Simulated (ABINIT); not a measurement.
## TiAl: band structure with PBEsol

Crystal: TiAl.

```
Ti Al
1.0
     3.17906    0.00000    0.00000
     0.00000    3.17906    0.00000
     0.00000    0.00000    3.17906
Ti Al
1 1
Direct
  0.00000 0.00000 0.00000
  0.50000 0.50000 0.50000
```

The cell comes from a database or a generator and needn't be the stable form of this composition.

| Item | Value |
| --- | --- |
| Program | ABINIT 10.8.3 (patched build) |
| Task | band structure |
| Functional | PBEsol |
| Potentials or basis | PseudoDojo NC SR PBEsol v0.4.1 standard |
| Cutoff | 1143 eV |
| k mesh | 8 × 8 × 8 |
| Occupations | fermi-dirac, width 0.05 eV |
| Spin | no spin polarisation |

```yaml
Pressure: -2.4 GPa
Band_gap_on_the_k_mesh: none (metal or under the smearing width)
Valence_electrons_inside_the_program's_atomic_spheres: Ti 9.52; Al 0.92
```

Levels at the corners of the path, in eV from the Fermi level:
```tsv
point	band 4	band 5	band 6	band 7	band 8	band 9	band 10	band 11
Γ	-32.97	-9.26	-1.43	-1.43	1.80	1.80	1.80	4.41
X	-32.95	-6.02	-5.19	-0.54	0.13	0.13	2.00	3.02
M	-32.93	-5.01	-2.09	-2.09	-1.47	0.70	0.70	2.77
Γ	-32.97	-9.26	-1.43	-1.43	1.80	1.80	1.80	4.41
R	-33.09	-3.10	-3.10	-3.10	0.64	2.84	2.84	2.91
X	-32.95	-6.02	-5.19	-0.54	0.13	0.13	2.00	3.02
```

Run time: 51 s on 1 thread of Arm Neoverse V2 (shared host), peak memory 0.1 GiB.
